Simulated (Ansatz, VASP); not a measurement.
## Al in VASP and in Ansatz

File INCAR:

```
SYSTEM = Al
  PREC = Accurate
  ENCUT = 520
  EDIFF = 1E-6
  ISMEAR = -1
  SIGMA = 0.08
  LREAL = .FALSE.
  LASPH = .TRUE.
  NELM = 80
  ALGO = Normal
  ISIF = 2
  LWAVE = .FALSE.
  LCHARG = .FALSE.
  GGA = PE
  NBANDS = 8
```

Contents of KPOINTS:

```
regular mesh
0
G
  16 16 16
  0 0 0
```

The input POSCAR:

```
Al
1.0
    2.1891474011      0.0000000000      0.0000000000
    0.0000000000      2.1891474011      0.0000000000
    0.0000000000      0.0000000000      2.1891474011
Al
1
Direct
    0.0000000000      0.0000000000      0.0000000000
```

Input for Ansatz:

```yaml
crystal:
  lattice:
    - [2.1891474011, 0.0, 0.0]
    - [0.0, 2.1891474011, 0.0]
    - [0.0, 0.0, 2.1891474011]
  atoms:
    - { symbol: Al, position: [0.0, 0.0, 0.0] }
kpoints:
  mp_grid: { grid: [16, 16, 16] }
scf:
  occupations: { method: fermi_dirac, width: 0.08 }
hamiltonian:
  xc: pbe
  pseudopotentials: { kind: paw }
output:
  forces: true
  stress: true
  eigenvalues: true
  populations: true
```

Change from the starting cell: volume scaled by 0.52, PAW files.

Alike in both runs: task single point; functional PBE; k mesh 16 × 16 × 16; occupations fermi-dirac, width 0.08 eV; no spin polarisation.

|  | VASP | Ansatz |
| --- | --- | --- |
| version | VASP 6.6.1 | Ansatz 0.2.0 |
| potentials or method | VASP PAW PBE potentials, release 64 (Al) | PAW with Ansatz's default frozen-core files, scalar-relativistic |
| plane-wave cutoff (eV) | 520 | 420 |
| valence electrons in the cell | 3 | 3 |

```tsv
	VASP	Ansatz	Ansatz less VASP
pressure (GPa)	138.3	137.6	-0.69
```

With one functional, cell and mesh, what is left measures potentials, basis and numerics.

Caveats: the cell as given lies far from equilibrium; so large a pressure means that the cell lies far from this level's equilibrium, or that cutoff or potentials fall short (VASP).
